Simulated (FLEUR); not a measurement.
# W (Im-3m) in FLEUR: further runs

One crystal, W, is run at these levels: SCAN; tasks: band structure, equation of state.

Program: FLEUR MaX-R8.1 (later development tree). These are calculated values, not measurements. Logs are shortened: lines on timing, memory, paths and dates and some standing lists are left out, and cuts for length are marked.

## 1. The structure

It takes space group Im-3m (No. 229, cubic). The conventional cell has a = 3.165 Å, b = 3.165 Å, c = 3.165 Å, α = 90.00°, β = 90.00°, γ = 90.00°. Around W (site symmetry m-3m) lie 8 W at 2.74 Å.

## 2. Band structure, SCAN

inp.xml

```xml
<?xml version="1.0" encoding="UTF-8" standalone="no"?>
<fleurInput fleurInputVersion="0.39">
   <comment>
      W                                                                                                   
   </comment>
   <calculationSetup>
      <cutoffs Kmax="4.1" Gmax="12.7" GmaxXC="12.7" numbands="0"/>
      <scfLoop itmax="80" minDistance="0.0001" maxIterBroyd="30" imix="Anderson" alpha="0.05" precondParam="0.0" spinf="2.0" sdNocoIR="T"/>
      <coreElectrons ctail="F" frcor="F" kcrel="0" coretail_lmax="0"/>
      <xcFunctional name="LibXC" relativisticCorrections="F">
         <LibXCName exchange="mgga_x_scan" correlation="mgga_c_scan"/>
         <AuxGGA exchange="117" correlation="130"/>
      </xcFunctional>
      <magnetism jspins="1"/>
      <soc l_soc="F" theta="0.0" phi="0.0" spav="F"/>
      <expertModes spex="0" secvar="F"/>
      <geometryOptimization l_f="F" forcealpha="1.0" forcemix="BFGS" epsdisp="0.00001" epsforce="0.00001"/>
      <ldaU l_linMix="F" mixParam="0.05" spinf="1.0"/>
   </calculationSetup>
   <cell>
      <bzIntegration valenceElectrons="28.0" mode="hist" fermiSmearingEnergy="0.00183747">
         <kPointListSelection listName="default-1"/>
         <!-- k-points included here -->
         <xi:include xmlns:xi="http://www.w3.org/2001/XInclude" href="kpts.xml"> </xi:include>
      </bzIntegration>
      <!-- symmetry operations included here -->
      <xi:include xmlns:xi="http://www.w3.org/2001/XInclude" href="sym.xml"> </xi:include>
      <bulkLattice scale="1.0">
         <bravaisMatrix>
            <row-1>   -2.9901986846301867     2.9901986846301867     2.9901986846301867</row-1>
            <row-2>    2.9901986846301867    -2.9901986846301867     2.9901986846301867</row-2>
            <row-3>    2.9901986846301867     2.9901986846301867    -2.9901986846301867</row-3>
         </bravaisMatrix>
      </bulkLattice>
   </cell>
   <atomSpecies>
      <species name="Tungsten (W)" element="W" atomicNumber="74">
         <mtSphere radius="2.4" gridPoints="793" logIncrement="0.017"/>
         <atomicCutoffs lmax="10" lnonsphr="10"/>
         <electronConfig flipSpins="F">
            <coreConfig>(1s1/2) (2s1/2) (2p1/2) (2p3/2) (3s1/2) (3p1/2) (3p3/2) (4s1/2) (3d3/2) (3d5/2) (4p1/2) (4p3/2) (4d3/2) (4d5/2)</coreConfig>
            <valenceConfig>(5s1/2) (5p1/2) (5p3/2) (6s1/2) (4f5/2) (4f7/2) (5d3/2) (5d5/2)</valenceConfig>
            <stateOccupation state="(5d3/2)" spinUp="0.800000" spinDown="0.800000"/>
            <stateOccupation state="(5d5/2)" spinUp="1.200000" spinDown="1.200000"/>
         </electronConfig>
         <energyParameters s="6" p="6" d="5" f="4"/>
         <lo type="SCLO" l="0" n="5" eDeriv="0"/>
         <lo type="SCLO" l="1" n="5" eDeriv="0"/>
         <lo type="SCLO" l="2" n="5" eDeriv="2"/>
         <lo type="SCLO" l="3" n="4" eDeriv="2"/>
      </species>
   </atomSpecies>
   <atomGroups>
      <atomGroup species="Tungsten (W)">
         <relPos label="                   1">.0000000000 .0000000000 .0000000000</relPos>
         <force calculate="T" relaxXYZ="TTT"/>
      </atomGroup>
   </atomGroups>
   <output dos="F" band="F" slice="F">
      <checks vchk="F" cdinf="F"/>
      <bandDOS minEnergy="-.5*Htr" maxEnergy="0.5*Htr" sigma="0.015" storeEVData="T"/>
      <vacuumDOS vacdos="F" integ="F" star="F" nstars="0" locx1="0.0" locy1="0.0" locx2="0.0" locy2="0.0" nstm="0" tworkf="0.0"/>
      <unfoldingBand unfoldBand="F" supercellX="1" supercellY="1" supercellZ="1"/>
      <plotting iplot="0" polar="F">
         <plot TwoD="T" vec1="  1.0  0.0  0.0" vec2="  0.0  1.0  0.0" vec3="  0.0  0.0  1.0" zero="  0.0  0.0  0.0" file="plot"/>
      </plotting>
      <chargeDensitySlicing numkpt="0" minEigenval="0.0" maxEigenval="0.0" nnne="0" pallst="F"/>
      <specialOutput eonly="F"/>
      <moessbauerParams electricFieldGradient="T" isomerShift="T" coreHyperfine="T" valenceHyperfine="T"/>
      <magneticCircularDichroism mcd="F" energyLo="-10.0" energyUp="0.0"/>
   </output>
  <!-- We include the file relax.xml here to enable relaxations (see documentation) -->
  <xi:include xmlns:xi="http://www.w3.org/2001/XInclude" href="relax.xml"> <xi:fallback/> </xi:include>
</fleurInput>
```

crystal.txt

```
W
&input cartesian=F /
-1.5823450000  1.5823450000  1.5823450000
1.5823450000  -1.5823450000  1.5823450000
1.5823450000  1.5823450000  -1.5823450000
1.8897261246
1.0 1.0 1.0

1
74 0.0000000000  0.0000000000  0.0000000000

&kpt div1=12 div2=12 div3=12 gamma=T /
```

inp.xml (bands)

```
<?xml version="1.0" encoding="UTF-8" standalone="no"?>
<fleurInput fleurInputVersion="0.39">
   <comment>
      W                                                                                                   
   </comment>
   <calculationSetup>
      <cutoffs Kmax="4.1" Gmax="12.7" GmaxXC="12.7" numbands="0"/>
      <scfLoop itmax="80" minDistance="0.0001" maxIterBroyd="30" imix="Anderson" alpha="0.05" precondParam="0.0" spinf="2.0" sdNocoIR="T"/>
      <coreElectrons ctail="F" frcor="F" kcrel="0" coretail_lmax="0"/>
      <xcFunctional name="LibXC" relativisticCorrections="F">
         <LibXCName exchange="mgga_x_scan" correlation="mgga_c_scan"/>
         <AuxGGA exchange="117" correlation="130"/>
      </xcFunctional>
      <magnetism jspins="1"/>
      <soc l_soc="F" theta="0.0" phi="0.0" spav="F"/>
      <expertModes spex="0" secvar="F"/>
      <geometryOptimization l_f="F" forcealpha="1.0" forcemix="BFGS" epsdisp="0.00001" epsforce="0.00001"/>
      <ldaU l_linMix="F" mixParam="0.05" spinf="1.0"/>
   </calculationSetup>
   <cell>
      <bzIntegration valenceElectrons="28.0" mode="hist" fermiSmearingEnergy="0.00183747">
         <kPointListSelection listName="path-1"/>
         <!-- k-points included here -->
         <xi:include xmlns:xi="http://www.w3.org/2001/XInclude" href="kpts.xml"> </xi:include>
      </bzIntegration>
      <!-- symmetry operations included here -->
      <xi:include xmlns:xi="http://www.w3.org/2001/XInclude" href="sym.xml"> </xi:include>
      <bulkLattice scale="1.0">
         <bravaisMatrix>
            <row-1>   -2.9901986846301867     2.9901986846301867     2.9901986846301867</row-1>
            <row-2>    2.9901986846301867    -2.9901986846301867     2.9901986846301867</row-2>
            <row-3>    2.9901986846301867     2.9901986846301867    -2.9901986846301867</row-3>
         </bravaisMatrix>
      </bulkLattice>
   </cell>
   <atomSpecies>
      <species name="Tungsten (W)" element="W" atomicNumber="74">
         <mtSphere radius="2.4" gridPoints="793" logIncrement="0.017"/>
         <atomicCutoffs lmax="10" lnonsphr="10"/>
         <electronConfig flipSpins="F">
            <coreConfig>(1s1/2) (2s1/2) (2p1/2) (2p3/2) (3s1/2) (3p1/2) (3p3/2) (4s1/2) (3d3/2) (3d5/2) (4p1/2) (4p3/2) (4d3/2) (4d5/2)</coreConfig>
            <valenceConfig>(5s1/2) (5p1/2) (5p3/2) (6s1/2) (4f5/2) (4f7/2) (5d3/2) (5d5/2)</valenceConfig>
            <stateOccupation state="(5d3/2)" spinUp="0.800000" spinDown="0.800000"/>
            <stateOccupation state="(5d5/2)" spinUp="1.200000" spinDown="1.200000"/>
         </electronConfig>
         <energyParameters s="6" p="6" d="5" f="4"/>
         <lo type="SCLO" l="0" n="5" eDeriv="0"/>
         <lo type="SCLO" l="1" n="5" eDeriv="0"/>
         <lo type="SCLO" l="2" n="5" eDeriv="2"/>
         <lo type="SCLO" l="3" n="4" eDeriv="2"/>
      </species>
   </atomSpecies>
   <atomGroups>
      <atomGroup species="Tungsten (W)">
         <relPos label="                   1">.0000000000 .0000000000 .0000000000</relPos>
         <force calculate="T" relaxXYZ="TTT"/>
      </atomGroup>
   </atomGroups>
   <output dos="F" band="T" slice="F">
      <checks vchk="F" cdinf="F"/>
      <bandDOS minEnergy="-.5*Htr" maxEnergy="0.5*Htr" sigma="0.015" storeEVData="T"/>
      <vacuumDOS vacdos="F" integ="F" star="F" nstars="0" locx1="0.0" locy1="0.0" locx2="0.0" locy2="0.0" nstm="0" tworkf="0.0"/>
      <unfoldingBand unfoldBand="F" supercellX="1" supercellY="1" supercellZ="1"/>
      <plotting iplot="0" polar="F">
         <plot TwoD="T" vec1="  1.0  0.0  0.0" vec2="  0.0  1.0  0.0" vec3="  0.0  0.0  1.0" zero="  0.0  0.0  0.0" file="plot"/>
      </plotting>
      <chargeDensitySlicing numkpt="0" minEigenval="0.0" maxEigenval="0.0" nnne="0" pallst="F"/>
      <specialOutput eonly="F"/>
      <moessbauerParams electricFieldGradient="T" isomerShift="T" coreHyperfine="T" valenceHyperfine="T"/>
      <magneticCircularDichroism mcd="F" energyLo="-10.0" energyUp="0.0"/>
   </output>
  <!-- We include the file relax.xml here to enable relaxations (see documentation) -->
  <xi:include xmlns:xi="http://www.w3.org/2001/XInclude" href="relax.xml"> <xi:fallback/> </xi:include>
</fleurInput>
```

Potentials or basis: all-electron, FLAPW.

Run with:

```bash
$ inpgen -f crystal.txt -profile fastHighL
$ # inp.xml edited to the form shown
$ fleur_MPI
$ fleur_MPI   # second run, on inp.xml (bands)
```

The program printed:

```text
Welcome to FLEUR        (www.flapw.de)
      MaX-Release 8.1          (www.max-centre.eu)
 func_ids         267         263         267         263
 MetaGGA potential functional detected - V_tau will be computed
 Auxiliary Potential for radial basis: exchange=         117  correlation=         130
The functional 'SCAN exchange of Sun, Ruzsinszky, and Perdew' is an exchange functional, it belongs to the 'MGGA' family and is defined in the reference(s):
[1] J. Sun, A. Ruzsinszky, and J. P. Perdew.,  Phys. Rev. Lett. 115, 036402 (2015)
The functional 'SCAN correlation of Sun, Ruzsinszky, and Perdew' is a correlation functional, it belongs to the 'MGGA' family and is defined in the reference(s):
[1] J. Sun, A. Ruzsinszky, and J. P. Perdew.,  Phys. Rev. Lett. 115, 036402 (2015)
 Using same functional for VXC and EXC

 ========== k-point set info ==========
 Selected k-point list: default-1
 k-point list type: mesh
 12 x 12 x 12
 Number of k points: 72

 ------------Calculation Setup---------------------------
 Number of MPI-tasks      :            1
 Number of PE/node        :            1
 Number of OMP-threads    :            1
 Most efficient MPI parallelization for:
           1           2           3           4           6           8           9          12          18          24          36          72
 Additional eigenvalue parallelization possible
 Number of basis functions:          168
 Approximate size of matrices (H+S) per k-point:         0.000 GB
 --------------------------------------------------------
The functional 'Hammer, Hansen, and Norskov' is an exchange functional, it belongs to the 'GGA' family and is defined in the reference(s):
[1] B. Hammer, L. B. Hansen, and J. K. Nørskov.,  Phys. Rev. B 59, 7413 (1999)
The functional 'Perdew, Burke & Ernzerhof' is a correlation functional, it belongs to the 'GGA' family and is defined in the reference(s):
[1] J. P. Perdew, K. Burke, and M. Ernzerhof.,  Phys. Rev. Lett. 77, 3865 (1996)
[2] J. P. Perdew, K. Burke, and M. Ernzerhof.,  Phys. Rev. Lett. 78, 1396 (1997)
 Using same functional for VXC and EXC
 Using auxiliary GGA potential for the first iteration of MetaGGA calculation.
 Reset of history
 Reset of history
 Iteration:     1   Distance:      59.78339922 me/bohr^3
The functional 'Hammer, Hansen, and Norskov' is an exchange functional, it belongs to the 'GGA' family and is defined in the reference(s):
[1] B. Hammer, L. B. Hansen, and J. K. Nørskov.,  Phys. Rev. B 59, 7413 (1999)
The functional 'Perdew, Burke & Ernzerhof' is a correlation functional, it belongs to the 'GGA' family and is defined in the reference(s):
[1] J. P. Perdew, K. Burke, and M. Ernzerhof.,  Phys. Rev. Lett. 77, 3865 (1996)
[2] J. P. Perdew, K. Burke, and M. Ernzerhof.,  Phys. Rev. Lett. 78, 1396 (1997)
 Using same functional for VXC and EXC
 Iteration:     2   Distance:      56.83869712 me/bohr^3
The functional 'Hammer, Hansen, and Norskov' is an exchange functional, it belongs to the 'GGA' family and is defined in the reference(s):
[1] B. Hammer, L. B. Hansen, and J. K. Nørskov.,  Phys. Rev. B 59, 7413 (1999)
The functional 'Perdew, Burke & Ernzerhof' is a correlation functional, it belongs to the 'GGA' family and is defined in the reference(s):
[1] J. P. Perdew, K. Burke, and M. Ernzerhof.,  Phys. Rev. Lett. 77, 3865 (1996)
[2] J. P. Perdew, K. Burke, and M. Ernzerhof.,  Phys. Rev. Lett. 78, 1396 (1997)
 Using same functional for VXC and EXC
 Iteration:     3   Distance:      53.95780495 me/bohr^3
The functional 'Hammer, Hansen, and Norskov' is an exchange functional, it belongs to the 'GGA' family and is defined in the reference(s):
[1] B. Hammer, L. B. Hansen, and J. K. Nørskov.,  Phys. Rev. B 59, 7413 (1999)
The functional 'Perdew, Burke & Ernzerhof' is a correlation functional, it belongs to the 'GGA' family and is defined in the reference(s):
[1] J. P. Perdew, K. Burke, and M. Ernzerhof.,  Phys. Rev. Lett. 77, 3865 (1996)
[2] J. P. Perdew, K. Burke, and M. Ernzerhof.,  Phys. Rev. Lett. 78, 1396 (1997)
 Using same functional for VXC and EXC
 Iteration:     4   Distance:       8.61897894 me/bohr^3
The functional 'Hammer, Hansen, and Norskov' is an exchange functional, it belongs to the 'GGA' family and is defined in the reference(s):
[1] B. Hammer, L. B. Hansen, and J. K. Nørskov.,  Phys. Rev. B 59, 7413 (1999)
The functional 'Perdew, Burke & Ernzerhof' is a correlation functional, it belongs to the 'GGA' family and is defined in the reference(s):
[1] J. P. Perdew, K. Burke, and M. Ernzerhof.,  Phys. Rev. Lett. 77, 3865 (1996)
[2] J. P. Perdew, K. Burke, and M. Ernzerhof.,  Phys. Rev. Lett. 78, 1396 (1997)
 Using same functional for VXC and EXC
 Iteration:     5   Distance:       6.05267163 me/bohr^3
The functional 'Hammer, Hansen, and Norskov' is an exchange functional, it belongs to the 'GGA' family and is defined in the reference(s):
[... 46 lines left out ...]
 Using same functional for VXC and EXC
 Iteration:    12   Distance:       0.00609601 me/bohr^3
The functional 'Hammer, Hansen, and Norskov' is an exchange functional, it belongs to the 'GGA' family and is defined in the reference(s):
[1] B. Hammer, L. B. Hansen, and J. K. Nørskov.,  Phys. Rev. B 59, 7413 (1999)
The functional 'Perdew, Burke & Ernzerhof' is a correlation functional, it belongs to the 'GGA' family and is defined in the reference(s):
[1] J. P. Perdew, K. Burke, and M. Ernzerhof.,  Phys. Rev. Lett. 77, 3865 (1996)
[2] J. P. Perdew, K. Burke, and M. Ernzerhof.,  Phys. Rev. Lett. 78, 1396 (1997)
 Using same functional for VXC and EXC
 Iteration:    13   Distance:       0.00056237 me/bohr^3
The functional 'Hammer, Hansen, and Norskov' is an exchange functional, it belongs to the 'GGA' family and is defined in the reference(s):
[1] B. Hammer, L. B. Hansen, and J. K. Nørskov.,  Phys. Rev. B 59, 7413 (1999)
The functional 'Perdew, Burke & Ernzerhof' is a correlation functional, it belongs to the 'GGA' family and is defined in the reference(s):
[1] J. P. Perdew, K. Burke, and M. Ernzerhof.,  Phys. Rev. Lett. 77, 3865 (1996)
[2] J. P. Perdew, K. Burke, and M. Ernzerhof.,  Phys. Rev. Lett. 78, 1396 (1997)
 Using same functional for VXC and EXC
 Iteration:    14   Distance:       0.00013129 me/bohr^3
The functional 'Hammer, Hansen, and Norskov' is an exchange functional, it belongs to the 'GGA' family and is defined in the reference(s):
[1] B. Hammer, L. B. Hansen, and J. K. Nørskov.,  Phys. Rev. B 59, 7413 (1999)
The functional 'Perdew, Burke & Ernzerhof' is a correlation functional, it belongs to the 'GGA' family and is defined in the reference(s):
[1] J. P. Perdew, K. Burke, and M. Ernzerhof.,  Phys. Rev. Lett. 77, 3865 (1996)
[2] J. P. Perdew, K. Burke, and M. Ernzerhof.,  Phys. Rev. Lett. 78, 1396 (1997)
 Using same functional for VXC and EXC
 Iteration:    15   Distance:       0.00008882 me/bohr^3

 ********************************************************************
 Run finished successfully
 Stop message:
   all done
 ********************************************************************
```

Run time: 40 s. Hardware: 1 thread of Intel Xeon at 2.70GHz, shared host; peak memory 0.08 GiB.

Results:

```yaml
Free_energy: -439888.5405 eV
Band_gap_along_the_path: none (metal or under the smearing width)
Valence_electrons_inside_the_program's_atomic_spheres: W 25.70 (radii W 2.4 bohr)
```

Levels at the corners of the path, in eV from the Fermi level:
```csv
point,band 10,band 11,band 12,band 13,band 14,band 15,band 16,band 17,band 18,band 19
Γ,-28.72,-28.66,-10.17,-1.30,-1.30,-1.30,2.71,2.71,15.51,15.51
H,-28.69,-28.69,-5.80,-5.80,5.55,5.55,5.55,8.55,8.55,8.55
N,-28.70,-28.69,-6.51,-3.71,0.83,2.47,3.62,6.60,11.55,12.24
Γ,-28.72,-28.66,-10.17,-1.30,-1.30,-1.30,2.71,2.71,15.51,15.51
P,-28.71,-28.71,-3.02,-3.02,-3.02,3.80,3.80,6.56,12.96,12.96
H,-28.69,-28.69,-5.80,-5.80,5.55,5.55,5.55,8.55,8.55,8.55
P,-28.71,-28.71,-3.02,-3.02,-3.02,3.80,3.80,6.56,12.96,12.96
N,-28.70,-28.69,-6.51,-3.71,0.83,2.47,3.62,6.60,11.55,12.24
```

Core levels (eV from the Fermi level):
| atom | levels |
| --- | --- |
| 1 W | 1s1/2 -69397.6, 2s1/2 -11965.3, 2p1/2 -11439.7, 2p3/2 -10086.9, 3s1/2 -2751.5, 3p1/2 -2517.9, 3p3/2 -2225.3, 4s1/2 -563.4, 3d3/2 -1833.0, 3d5/2 -1769.4, 4p1/2 -466.6, 4p3/2 -398.8, 4d3/2 -240.0, 4d5/2 -227.6 |

Caveat: the meta-GGA is that of a development version, with a GGA for the radial functions and cores and without core tails; spin-orbit coupling is left out, which moves the levels of the heavy elements.

## 3. Equation of state, SCAN, 14.90 Å³/atom (volume scaled by 0.94)

inp.xml, as its differences from that of step 2:

```diff
@@ -6,3 +6,3 @@
    <calculationSetup>
-      <cutoffs Kmax="4.1" Gmax="12.7" GmaxXC="12.7" numbands="0"/>
+      <cutoffs Kmax="4.17" Gmax="12.9" GmaxXC="12.9" numbands="0"/>
       <scfLoop itmax="80" minDistance="0.0001" maxIterBroyd="30" imix="Anderson" alpha="0.05" precondParam="0.0" spinf="2.0" sdNocoIR="T"/>
@@ -27,3 +27,3 @@
       <xi:include xmlns:xi="http://www.w3.org/2001/XInclude" href="sym.xml"> </xi:include>
-      <bulkLattice scale="1.0">
+      <bulkLattice scale="0.9795861087">
          <bravaisMatrix>
@@ -37,3 +37,3 @@
       <species name="Tungsten (W)" element="W" atomicNumber="74">
-         <mtSphere radius="2.4" gridPoints="793" logIncrement="0.017"/>
+         <mtSphere radius="2.35" gridPoints="793" logIncrement="0.017"/>
          <atomicCutoffs lmax="10" lnonsphr="10"/>
```

Potentials or basis: all-electron, FLAPW.

Run with:

```bash
$ inpgen -f crystal.txt -profile fastHighL
$ # inp.xml edited to the form shown
$ fleur_MPI
```

It took 28 s on 1 thread of Intel Xeon at 2.70GHz, shared host; peak memory 0.08 GiB.

Results (log left out):

```yaml
Free_energy: -439888.5107 eV
Band_gap_on_the_k_mesh: none (metal or under the smearing width)
Valence_electrons_inside_the_program's_atomic_spheres: W 25.64 (radii W 2.35 bohr)
```

Caveat: the meta-GGA is that of a development version, with a GGA for the radial functions and cores and without core tails.

## 4. Equation of state, SCAN, 15.21 Å³/atom (volume scaled by 0.96)

inp.xml, as its differences from that of step 3:

```diff
@@ -27,3 +27,3 @@
       <xi:include xmlns:xi="http://www.w3.org/2001/XInclude" href="sym.xml"> </xi:include>
-      <bulkLattice scale="0.9795861087">
+      <bulkLattice scale="0.9864848297">
          <bravaisMatrix>
```

Run with:

```bash
$ inpgen -f crystal.txt -profile fastHighL
$ # inp.xml edited to the form shown
$ fleur_MPI
```

It took 38 s on 1 thread of Intel Xeon at 2.70GHz, shared host; peak memory 0.09 GiB.

It converged, with:

```yaml
Free_energy: -439888.5355 eV
Band_gap_on_the_k_mesh: none (metal or under the smearing width)
Valence_electrons_inside_the_program's_atomic_spheres: W 25.59 (radii W 2.35 bohr)
```

Caveat: the meta-GGA is that of a development version, with a GGA for the radial functions and cores and without core tails.

[end of part 1 of 2]
